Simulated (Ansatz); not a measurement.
## Response of La to small distortions

```xyz
1
Lattice="0.0000 2.6480 2.6480 2.6480 0.0000 2.6480 2.6480 2.6480 0.0000" Properties=species:S:1:pos:R:3 pbc="T T T"
La    0.0000    0.0000    0.0000
```

The cell is COD entry 9008472, as deposited and not checked against the literature; nothing was relaxed.

Spin–orbit coupling is left out, though it moves levels of the heavy atoms by tenths of an eV or more.

Method: Ansatz 0.2.0, DFT, PBE, all-electron LAPW, scalar-relativistic.

Settings: a Γ-centred 11×11×11 k mesh, Fermi–Dirac smearing of 0.05 eV, basis error target 0.25 meV/atom, no spin polarisation.

The unchanged cell is at -0.09 GPa.

In a metal, stresses and small energies carry noise from the k mesh.

x, y and z are the Cartesian axes of the cell as listed; fractional coordinates follow a strain, and an engineering shear is twice the off-diagonal strain component.

Problem. With this change (z strained by +2 % at fixed volume), what becomes of the energy and stress?

Solution. Energy change +1 meV/atom; stress change (xx, yy, zz, yz, xz, xy) 0.18, 0.18, -0.38, 0.00, 0.00, 0.00 GPa, compression positive.

Problem. With this change (xy engineering shear strain of -1.5 %), what becomes of the energy and stress?

Solution. Energy change under 1 meV/atom; stress change (xx, yy, zz, yz, xz, xy) 0.00, 0.00, 0.01, 0.00, 0.00, 0.33 GPa, compression positive.
